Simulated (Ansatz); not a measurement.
Si vacancy in SiO2

Computed with DFT PBE, scalar-relativistic, plane waves, PAW (Ansatz). (420 eV cutoff, 2×2×2 k-mesh, Gaussian smearing of 0.01 eV, collinear spin)

Host crystal, relaxed:

```
Si O
1.0
     5.08327    0.00000    0.00000
     0.00000    5.08327    0.00000
     0.00000    0.00000    7.09890
Si O
4 8
Cartesian
  3.5891 3.5891 3.5494
  4.0358 1.0475 5.3242
  1.0475 4.0358 1.7747
  1.4942 1.4942 0.0000
  4.6074 3.8574 2.3121
  0.4758 1.2258 5.8616
  3.8574 4.6074 4.7868
  1.3158 3.0175 0.5374
  1.2258 0.4758 1.2373
  2.0658 3.7675 3.0120
  3.0175 1.3158 6.5615
  3.7675 2.0658 4.0869
```

Supercell of 24 atoms, rows in host cell vectors: -1 -1 0; -1 1 0; 1 0 -1. Atoms relax at the host's cell from a start displaced at random by 0.05 Å near the defect, so other minima may exist. The cell is small, so energies carry finite-size errors of tenths of an eV. The host's Kohn–Sham gap is 5.51 eV. Atoms are taken from and returned to the elements' standard states. Charged cells are corrected for image charges with the computed static dielectric tensor (mean 4.0) and aligned with the host's potential at far atoms (alignment terms reach 1.06 eV; the program doubts the alignment in some charges, where it is up to 1.06 eV). No band-filling term is added, and the Fermi level counts from the host's valence band top.

Defect: Si vacancy at (0.706, 0.706, 0.500) of the host cell.

(1) What is the formation energy of the neutral defect?

(2) Does the neutral defect carry a moment, and how do its surroundings relax?

(3) Charges +1, 0, -1, -2, -3 were computed. Which is stable where in the gap?

Answers

(1) 15.75 eV.

(2) It changes the cell's moment by 4.00 μB. The nearest neighbours before are 4 O at 1.62 Å; after relaxation the atoms near the site are 2 O at 1.44 Å, 1 O at 1.57 Å, 1 O at 1.58 Å, 2 Si at 2.80 Å; the largest move is 0.53 Å.

(3) Among the charges computed the stable one is +1 at the valence band top, changing to 0 at 0.11 eV, changing to -1 at 1.47 eV, changing to -2 at 2.92 eV, changing to -3 at 3.63 eV. In charge -3 the cell has partly filled bands: a level of the defect may be part filled, the carrier may sit in the host's bands, or levels may cross between the k points, so transitions that involve it are doubtful. Without the alignment that the program doubts, the level (+1/0) would lie at -0.95 eV, outside the gap, so these runs don't decide whether the defect changes charge there. Levels between neighbouring charges: (+1/0) 0.11 eV, (0/-1) 1.47 eV, (-1/-2) 2.92 eV, (-2/-3) 3.63 eV.

Cost: 6 runs of about 71 core-minutes in all, on Intel Xeon Processor @ 2.50GHz (Skylake/Cascade Lake) (shared hosts).